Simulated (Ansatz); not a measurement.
# Au: the cost of one run

Method: DFT PBEsol, scalar-relativistic, plane waves, PAW, in Ansatz 0.2.0.

2 further runs of the same task are left out: 2 set aside as unsound or not needed.

## Step 1: The system as given

Symmetry: Cmcm, No. 63, orthorhombic system. Conventional cell: a = 2.820 Å, b = 5.034 Å, c = 4.801 Å, α = 90.00°, β = 90.00°, γ = 90.00°. Around Au (site symmetry m2m) lie 12 Au at 2.82 to 2.92 Å.

As a file:

```xyz
4
Lattice="-1.4100 2.5170 0.0000 -2.8200 0.0000 0.0000 0.0000 0.0000 9.6014" Properties=species:S:1:pos:R:3 pbc="T T T"
Au   -2.8200    1.6921    1.2002
Au   -2.8200    1.6921    6.0008
Au   -1.4100    0.8249    3.6005
Au   -1.4100    0.8249    8.4012
```

It goes back to an entry of the Materials Project, which need not be the stable form.

It is built from the cell relaxed beforehand with the same method (17.04 Å³/atom).

## Step 2: The undisturbed cell

input.yaml

```yaml
crystal:
  lattice:
    - [-1.4100150303, 2.5170030992, 0.0]
    - [-2.8200300606, 0.0, 0.0]
    - [0.0, 0.0, 9.6013551344]
  atoms:
    - { symbol: Au, position: [0.6722720948, 0.6638639526, 0.125] }
    - { symbol: Au, position: [0.6722720948, 0.6638639526, 0.625] }
    - { symbol: Au, position: [0.3277279052, 0.3361360474, 0.375] }
    - { symbol: Au, position: [0.3277279052, 0.3361360474, 0.875] }
basis:
  ecutwfc: 420
kpoints:
  mp_grid: { grid: [23, 24, 6] }
hamiltonian:
  xc: pbesol
scf:
  occupations: { method: gaussian, width: 0.15 }
output:
  forces: true
  stress: true
  eigenvalues: true
```

On the command line:

```bash
$ ansatz run input.yaml --threads 2 --pin off --max-ram 5120MiB --backend cpu --events-out ev --progress --plain --runs-dir out
```

Q: Estimate wall time and peak memory on 2 threads of AMD EPYC 7R43 (Zen 3), shared host.

About 66 s, with a peak of 2.2 GiB.
